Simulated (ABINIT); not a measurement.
# Au (Fm-3m) in ABINIT: further runs

One crystal, Au, is run at these levels: PBEsol, PBE; tasks: optical spectrum.

Everything below comes from runs of ABINIT 10.8.3 (patched build). Logs are shortened: lines on timing, memory, paths and dates and some standing lists are left out, and cuts for length are marked. The log counts tension as positive stress, the text compression.

### Step 1. The structure

Symmetry: Fm-3m, No. 225, cubic system. The conventional cell has a = 4.070 Å, b = 4.070 Å, c = 4.070 Å, α = 90.00°, β = 90.00°, γ = 90.00°. Au (site symmetry m-3m) is surrounded by 12 Au at 2.88 Å.

### Step 2. Optical spectrum, PBEsol

Contents of run.abi:

```
# Datasets
ndtset 3

# Pseudopotentials
pp_dirpath "./"
pseudos "Au.upf"

# Structure
acell 2.8779245994 2.8779245994 2.8779245994 Angstrom
rprim
     0.0000000000     0.7071067812     0.7071067812
     0.7071067812     0.0000000000     0.7071067812
     0.7071067812     0.7071067812     0.0000000000
ntypat 1
znucl 79
natom 1
typat 1
xred
            0.0            0.0            0.0

# Plane-wave basis
ecut 32.0

# k points
ngkpt 12 12 12
nshiftk 4
shiftk
     0.5000000000     0.5000000000     0.5000000000
     0.5000000000     0.0000000000     0.0000000000
     0.0000000000     0.5000000000     0.0000000000
     0.0000000000     0.0000000000     0.5000000000
istwfk *1

# Exchange and correlation
ixc -116133

# Bands and occupations
occopt 7
tsmear 0.00367493

# SCF cycle
nstep 80

# Output
iomode 3
prteig 0
prtebands 0

# Dataset 1: ground state
nband1 14
tolvrs1 1.0e-12
prtden1 1
prtwf1 0
kptopt1 1

# Dataset 2: empty bands at fixed density
iscf2 -3
getden2 1
nband2 20
nbdbuf2 4
tolwfr2 1.0e-12
nstep2 120
prtden2 0
kptopt2 1

# Dataset 3: wave functions and velocity matrix elements in the full zone
optdriver3 8
wfk_task3 "wfk_optics_fullbz"
getwfk3 2
nband3 16
kptopt3 1
prtevk3 1
inclvkb3 2
```

Contents of optic.abi:

```
&FILES
 ddkfile_1 = 'runo_DS3_1_EVK.nc',
 ddkfile_2 = 'runo_DS3_2_EVK.nc',
 ddkfile_3 = 'runo_DS3_3_EVK.nc',
 wfkfile = 'runo_DS3_WFK.nc'
/
&PARAMETERS
 broadening = 0.001837,
 domega = 0.002,
 maxomega = 0.8,
 scissor = 0.000000,
 tolerance = 0.002
/
&COMPUTATIONS
 num_lin_comp = 1,
 lin_comp = 11,
 num_nonlin_comp = 0
/
```

Potentials or basis: PseudoDojo NC SR PBEsol v0.4.1 standard.

Command:

```bash
$ abinit run.abi > log 2>&1
$ optic optic.abi > optic.log 2>&1
```

run.abo:

```text
.Version 10.8.3 of ABINIT
 DATASET    1 : space group Fm -3 m (#225); Bravais cF (face-center cubic)
================================================================================
 Values of the parameters that define the memory need for DATASET  1.
     intxc =       0    ionmov =       0      iscf =       7    lmnmax =       7
     lnmax =       7     mgfft =      30  mpssoang =       4    mqgrid =    3001
     natom =       1  nloc_mem =       1    nspden =       1   nspinor =       1
    nsppol =       1      nsym =      48    n1xccc =    2501    ntypat =       1
    occopt =       7   xclevel =       2
       mpw =         996          nfft =       27000          nkpt =         182
================================================================================
================================================================================
[... 13 lines left out ...]
 DATASET    3 : space group Fm -3 m (#225); Bravais cF (face-center cubic)
================================================================================
 Values of the parameters that define the memory need for DATASET  3.
     intxc =       0    ionmov =       0      iscf =       7    lmnmax =       7
     lnmax =       7     mgfft =      30  mpssoang =       4    mqgrid =    3001
     natom =       1  nloc_mem =       1    nspden =       1   nspinor =       1
    nsppol =       1      nsym =      48    n1xccc =    2501    ntypat =       1
    occopt =       7   xclevel =       2
       mpw =         996          nfft =       27000          nkpt =         182
================================================================================
================================================================================

--------------------------------------------------------------------------------
------------- Echo of variables that govern the present computation ------------
--------------------------------------------------------------------------------
 -outvars: echo values of preprocessed input variables --------
            acell      5.4384893039E+00  5.4384893039E+00  5.4384893039E+00 Bohr
              amu      1.96966540E+02
             ecut      3.20000000E+01 Hartree
           getden1          0
           getden2          1
           getden3          0
           getwfk1          0
           getwfk2          0
           getwfk3          2
             iscf1          7
             iscf2         -3
             iscf3          7
              ixc     -116133
           jdtset        1    2    3
                       outvar_i_n : Printing only first  50 k-points.
         kptrlatt       12  -12   12    -12   12   12    -12  -12   12
          kptrlen      9.22942240E+01
            natom           1
            nband1         14
            nband2         20
            nband3         16
           nbdbuf1          0
           nbdbuf2          4
           nbdbuf3          0
           ndtset           3
            ngfft          30      30      30
             nkpt         182
            nstep1         80
            nstep2        120
            nstep3         80
             nsym          48
           ntypat           1
                       prtocc : prtvol=0, do not print more k-points.
                       prtocc : prtvol=0, do not print more k-points.
                       prtocc : prtvol=0, do not print more k-points.
           occopt           7
        optdriver1          0
        optdriver2          0
        optdriver3          8
           prtden1          1
           prtden2          0
           prtden3          1
        prtebands           0
           prteig           0
           prtevk1          0
           prtevk2          0
           prtevk3          1
            prtwf1          0
            prtwf2          1
            prtwf3          1
            rprim      0.0000000000E+00  7.0710678120E-01  7.0710678120E-01
                       7.0710678120E-01  0.0000000000E+00  7.0710678120E-01
                       7.0710678120E-01  7.0710678120E-01  0.0000000000E+00
           shiftk      5.00000000E-01  5.00000000E-01  5.00000000E-01
          spgroup         225
           tolvrs1     1.00000000E-12
           tolvrs2     0.00000000E+00
           tolvrs3     0.00000000E+00
           tolwfr1     0.00000000E+00
           tolwfr2     1.00000000E-12
           tolwfr3     0.00000000E+00
           tsmear      3.67493000E-03 Hartree
            typat      1
         wfk_task1          0
         wfk_task2          0
[... 164 lines left out ...]
meta: {optdriver: 0, ionmov: 0, optcell: 0, iscf: -3, paral_kgb: 0, }
...

 mkfilename : getden/=0, take file _DEN from output of DATASET   1.

 Real(R)+Recip(G) space primitive vectors, cartesian coordinates (Bohr,Bohr^-1):
 R(1)=  0.0000000  3.8455927  3.8455927  G(1)= -0.1300190  0.1300190  0.1300190
 R(2)=  3.8455927  0.0000000  3.8455927  G(2)=  0.1300190 -0.1300190  0.1300190
 R(3)=  3.8455927  3.8455927  0.0000000  G(3)=  0.1300190  0.1300190 -0.1300190
 Unit cell volume ucvol=  1.1374173E+02 bohr^3
 Angles (23,13,12)=  6.00000000E+01  6.00000000E+01  6.00000000E+01 degrees

 getcut: wavevector=  0.0000  0.0000  0.0000  ngfft=  30  30  30
         ecut(hartree)=     32.000   => boxcut(ratio)=   2.16863
--------------------------------------------------------------------------------

================================================================================

--- !BeginCycle
iteration_state: {dtset: 2, }
solver: {iscf: -3, nstep: 120, nline: 4, wfoptalg: 0, }
tolerances: {tolwfr: 1.00E-12, }
...

     iter   Etot(hartree)      deltaE(h)  residm     vres2
 Non-SCF case, kpt    1 ( -0.04167 -0.08333  0.00000), residuals and eigenvalues=
  9.88E-13  2.72E-13  4.12E-13  2.98E-13  2.09E-13  1.41E-13  1.25E-13  4.63E-13
  4.63E-13  6.36E-13  1.81E-13  4.77E-13  5.09E-13  1.94E-13  2.43E-13  7.09E-13
  5.82E-13  2.09E-10  1.39E-09  1.84E-04
 -3.4025E+00 -1.6097E+00 -1.6093E+00 -1.6093E+00  1.2026E-01  3.0366E-01
  3.1058E-01  3.1075E-01  3.6109E-01  3.6586E-01  1.0209E+00  1.1214E+00
  1.1594E+00  1.1674E+00  1.3829E+00  1.4441E+00  1.4491E+00  1.4992E+00
  1.5313E+00  1.6366E+00
 prteigrs : prtvol=0 or 1, do not print more k-points.

--- !ResultsGS
iteration_state: {dtset: 2, }
comment   : Summary of ground state results
lattice_vectors:
- [  0.0000000,   3.8455927,   3.8455927, ]
- [  3.8455927,   0.0000000,   3.8455927, ]
- [  3.8455927,   3.8455927,   0.0000000, ]
lattice_lengths: [   5.43849,    5.43849,    5.43849, ]
lattice_angles: [ 60.000,  60.000,  60.000, ] # degrees, (23, 13, 12)
lattice_volume:   1.1374173E+02
convergence: {deltae:  0.000E+00, res2:  0.000E+00, residm:  9.961E-13, diffor:  0.000E+00, }
etotal    :  -1.47421799E+02
entropy   :   0.00000000E+00
fermie    :   4.81465747E-01
cartesian_stress_tensor: null
pressure_GPa: null
xred      :
- [  0.0000E+00,   0.0000E+00,   0.0000E+00, Au]
cartesian_forces: null
force_length_stats: {min: null, max: null, mean: null, }
...

 Integrated electronic density in atomic spheres:
 ------------------------------------------------
 Atom  Sphere_radius  Integrated_density
    1        2.00000         15.56615888
================================================================================

 ----iterations are completed or convergence reached----

 Mean square residual over all n,k,spin=   38.382E-14; max=  99.612E-14
 reduced coordinates (array xred) for    1 atoms
       0.000000000000      0.000000000000      0.000000000000

 cartesian coordinates (angstrom) at end:
    1      0.00000000000000     0.00000000000000     0.00000000000000
 length scales=  5.438489303879  5.438489303879  5.438489303879 bohr
              =  2.877924599400  2.877924599400  2.877924599400 angstroms
 Eigenvalues (hartree) for nkpt= 182  k points:
 kpt#   1, nband= 20, wtk=  0.00347, kpt= -0.0417 -0.0833  0.0000 (reduced coord)
  -3.40247   -1.60965   -1.60933   -1.60929    0.12026    0.30366    0.31058    0.31075
   0.36109    0.36586    1.02092    1.12135    1.15942    1.16744    1.38295    1.44408
   1.44914    1.49917    1.53125    1.63664
      occupation numbers for kpt#   1
   2.00000    2.00000    2.00000    2.00000    2.00000    2.00000    2.00000    2.00000
   2.00000    2.00000    0.00000    0.00000    0.00000    0.00000    0.00000    0.00000
   0.00000    0.00000    0.00000    0.00000
 prteigrs : prtvol=0 or 1, do not print more k-points.

--- !EnergyTerms
iteration_state     : {dtset: 2, }
comment             : Components of total free energy in Hartree
kinetic             :  4.25262986115757E+01
hartree             :  2.57889166032078E+01
xc                  : -2.51358277011714E+01
Ewald energy        : -1.07599488063196E+02
psp_core            :  5.38207432130108E+00
local_psp           : -9.07807386232716E+01
non_local_psp       :  2.39702532878694E+00
internal            : -1.47421739522768E+02
'-kT*entropy'       : -5.90682954968070E-05
total_energy        : -1.47421798591063E+02
...

--- !EnergyTermsDC
iteration_state     : {dtset: 2, }
comment             : '"Double-counting" decomposition of free energy'
band_energy         : -1.29196366003391E+01
Ewald energy        : -1.07599488063196E+02
psp_core            :  5.38207432130108E+00
xc_dc               : -3.22846892884987E+01
internal            : -1.47421739630733E+02
'-kT*entropy'       : -5.90682954968070E-05
total_energy_dc     : -1.47421798699028E+02
...

================================================================================
== DATASET  3 ==================================================================

--- !DatasetInfo
iteration_state: {dtset: 3, }
dimensions: {natom: 1, nkpt: 182, mband: 16, nsppol: 1, nspinor: 1, nspden: 1, mpw: 996, }
cutoff_energies: {ecut:  32.0, pawecutdg:  -1.0, }
electrons: {nelect:   1.90000000E+01, charge:   0.00000000E+00, occopt:   7.00000000E+00, tsmear:   3.67493000E-03, }
meta: {optdriver: 8, wfk_task: 7, }
...

 mkfilename : getwfk/=0, take file _WFK from output of DATASET   2.

--------------------------------------------------------------------------------

 Computation of velocity matrix elements (DDK)

 Parameters extracted from the Abinit header:
    ecut:     32.0
    nkpt:    6912
    mband:   20
    nsppol:  1
    nspinor: 1
    useylm:  0
    inclvkb: 2
    bmin: 1, bmax: 20
    Computing diagonal and off-diagonal matrix elements
    Between band index bmin: 1, bmax: 20

== END DATASET(S) ==============================================================
================================================================================

 -outvars: echo values of variables after computation  --------
            acell      5.4384893039E+00  5.4384893039E+00  5.4384893039E+00 Bohr
           etotal1    -1.4742179870E+02
           etotal2    -1.4742179870E+02
           etotal3     0.0000000000E+00
            fcart1    -0.0000000000E+00 -0.0000000000E+00 -0.0000000000E+00
            fcart3     0.0000000000E+00  0.0000000000E+00  0.0000000000E+00
            rprim      0.0000000000E+00  7.0710678120E-01  7.0710678120E-01
                       7.0710678120E-01  0.0000000000E+00  7.0710678120E-01
                       7.0710678120E-01  7.0710678120E-01  0.0000000000E+00
           strten1     1.0429564153E-05  1.0429564153E-05  1.0429564153E-05
                       0.0000000000E+00  0.0000000000E+00  0.0000000000E+00
           strten3     0.0000000000E+00  0.0000000000E+00  0.0000000000E+00
                       0.0000000000E+00  0.0000000000E+00  0.0000000000E+00
 Calculation completed.
```

It took 4.2 min on 1 thread of Arm Neoverse V1, shared host; peak memory 2.5 GiB.

What came out:

```
Free energy : -4011.5515 eV
Pressure    : -0.3 GPa
```

Dielectric function (mean over the directions given):
```csv
energy (eV),real part,imaginary part
0.33,9.51,0.02
0.98,10.22,0.10
1.63,13.39,0.75
2.29,14.97,8.13
2.94,7.09,5.21
3.70,7.48,5.31
4.35,2.16,5.94
5.01,3.54,4.76
5.66,4.11,4.96
6.31,4.93,5.50
7.08,3.24,5.75
7.73,2.25,4.56
8.38,2.42,4.72
9.03,-0.17,4.37
9.69,1.41,3.03
10.45,1.10,2.09
11.10,1.90,2.24
11.76,1.43,3.42
12.41,1.08,2.50
13.06,1.22,2.89
13.82,0.69,2.90
14.48,0.97,2.65
15.13,1.11,1.79
15.78,1.18,1.69
16.44,0.72,1.61
17.20,1.51,1.61
17.85,1.63,1.90
18.50,2.59,2.90
19.16,0.82,3.69
19.92,0.07,3.17
```

Caveat: the cutoff is short for stress, so the pressure is rough; the intraband (Drude) term is left out; spectra need much finer meshes, so this one isn't converged; independent-particle spectra lack excitons.

(Part 1 of 2 ends here.)
